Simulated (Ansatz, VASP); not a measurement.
**CdS in VASP and in Ansatz**

POSCAR

```
CdS
1.0
    4.1370000000      0.0000000000      0.0000000000
   -2.0685000000      3.5827470955      0.0000000000
    0.0000000000      0.0000000000      6.7160000000
Cd S
2 2
Direct
    0.3333333333      0.6666666667      0.0000000000
    0.6666666667      0.3333333333      0.5000000000
    0.3333333333      0.6666666667      0.5000000000
    0.6666666667      0.3333333333      1.0000000000
```

INCAR.step1

```
SYSTEM = CdS
PREC     = Accurate       ! precision mode
ENCUT    = 520            ! plane-wave cutoff, eV
ISMEAR   = 0              ! smearing method
SIGMA    = 0.1            ! smearing width, eV
LREAL    = .FALSE.        ! projectors in reciprocal space
LASPH    = .TRUE.         ! aspherical terms in the spheres
NELM     = 80             ! most SCF steps
NBANDS   = 26             ! bands
GGA      = PE             ! functional
ALGO     = Normal         ! electronic algorithm
EDIFF    = 1E-4           ! SCF threshold, eV
LWAVE    = .TRUE.         ! write WAVECAR
LCHARG   = .FALSE.        ! write CHGCAR
```

The input INCAR.step2:

```
SYSTEM = CdS
PREC     = Accurate       ! precision mode
ENCUT    = 520            ! plane-wave cutoff, eV
EDIFF    = 1E-6           ! SCF threshold, eV
ISMEAR   = 0              ! smearing method
SIGMA    = 0.1            ! smearing width, eV
LREAL    = .FALSE.        ! projectors in reciprocal space
LASPH    = .TRUE.         ! aspherical terms in the spheres
NELM     = 80             ! most SCF steps
ALGO     = Normal         ! electronic algorithm
ISIF     = 2              ! what is computed and relaxed
LWAVE    = .FALSE.        ! write WAVECAR
LCHARG   = .FALSE.        ! write CHGCAR
METAGGA  = R2SCAN         ! meta-GGA
LMIXTAU  = .TRUE.       
NBANDS   = 26             ! bands
ISTART   = 1
```

Contents of KPOINTS:

```
regular mesh
0
G
  6 6 4
  0 0 0
```

Input for Ansatz:

```yaml
crystal:
  lattice:
    - [4.137, 0.0, 0.0]
    - [-2.0685, 3.5827470955, 0.0]
    - [0.0, 0.0, 6.716]
  atoms:
    - { symbol: Cd, position: [0.3333333333, 0.6666666667, 0.0] }
    - { symbol: Cd, position: [0.6666666667, 0.3333333333, 0.5] }
    - { symbol: S, position: [0.3333333333, 0.6666666667, 0.5] }
    - { symbol: S, position: [0.6666666667, 0.3333333333, 1.0] }
basis:
  ecutwfc: 600.0
kpoints:
  mp_grid: { grid: [6, 6, 4] }
hamiltonian:
  xc: r2scan
  pseudopotentials: { kind: paw, azcp: { folder: soft_1 } }
scf:
  occupations: { method: gaussian, width: 0.1 }
output:
  forces: true
  stress: true
  eigenvalues: true
```

Measurements of this composition are mostly on another form, of space group No. 186.

Alike in both runs: task single point; functional r2SCAN; k mesh 6 × 6 × 4; occupations gaussian, width 0.1 eV; no spin polarisation.

|  | VASP | Ansatz |
| --- | --- | --- |
| version | VASP 6.6.1 | Ansatz 0.2.0 |
| potentials or method | VASP PAW PBE potentials, release 64 (Cd, S) | scalar-relativistic, plane waves, PAW |
| plane-wave cutoff (eV) | 520 | 600 |
| valence electrons in the cell | 36 | 52 |

```csv
,VASP,Ansatz,Ansatz less VASP
gap on the k mesh at the Fermi level (eV),1.92,1.92,-0.007
least direct gap on the mesh (eV),1.92,1.92,-0.007
pressure (GPa),5.7,5.3,-0.40
largest component of the traceless stress (GPa),7.95,7.62,-0.323
```

The two sets of potentials don't hold the same shells in valence.

Caveats: the PAW data sets were made with another functional, which shifts forces and pressure a little (VASP). r2SCAN opens gaps a little over a GGA but as a rule still falls short of measured ones.
